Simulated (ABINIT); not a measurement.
Planning a run of ABINIT 10.8.3 on BaO (Fm-3m). The input:

```
acell 3*1.0 Angstrom
rprim 
  -0.000000000000 2.750000000000 2.750000000000
  2.750000000000 -0.000000000000 2.750000000000
  2.750000000000 2.750000000000 -0.000000000000
ntypat 2
znucl 56 8
natom 2
typat 1 2
xred 
  0.000000000000 0.000000000000 0.000000000000
  0.500000000000 0.500000000000 0.500000000000
pp_dirpath "pseudos"
pseudos "Ba.upf, O.upf"
ecut 22
ngkpt 6 6 6
nshiftk 1
shiftk 0 0 0
kptopt 1
chksymbreak 0
istwfk *1
occopt 1
irdwfk 1
optdriver 3
nband 75
ecuteps 6
inclvkb 2
awtr 1
symchi 1
indata_prefix "in"
outdata_prefix "out"
tmpdata_prefix "tmp"
```

The database entry behind the starting cell differs from later determinations by our own check (about 0.7 % short), so it need not match the best structure at ambient conditions.

```sh
OMP_NUM_THREADS=1 mpirun -n 8 abinit run.abi > log
```

**Question.** Estimate wall time and host memory on 8 MPI ranks of Intel Xeon Platinum 8488C (Sapphire Rapids), shared host.

It took 31 s; on shared hardware allow 15 s to 61 s. Peak host memory was 1.2 GiB.

[Paths, hosts, dates, memory and timing lines, banners, echoed tables and standing remarks are left out of the program output.]

[Logs are printed without paths, hosts, clocks, repeated set-up lines and the standing remarks that a program may print on its own settings, such as how far it seeks lower states.]

[Runs of the session that timed out or met a known fault of the program may be left out.]

[Hosts, paths, dates, database ids (printed as entryN), source tags and the programs' standing remarks are cut or masked in the printed files.]

[G0W0 gaps are taken among the corrected bands and points alone; a level outside them can change the order at an edge.]

[Where Ansatz stands beside ABINIT at settings called matched, ABINIT's density can come from a denser mesh and the files from another edition; pairs whose starting gaps differed by over 0.03 eV were left out, so agreement reads better than it is.]
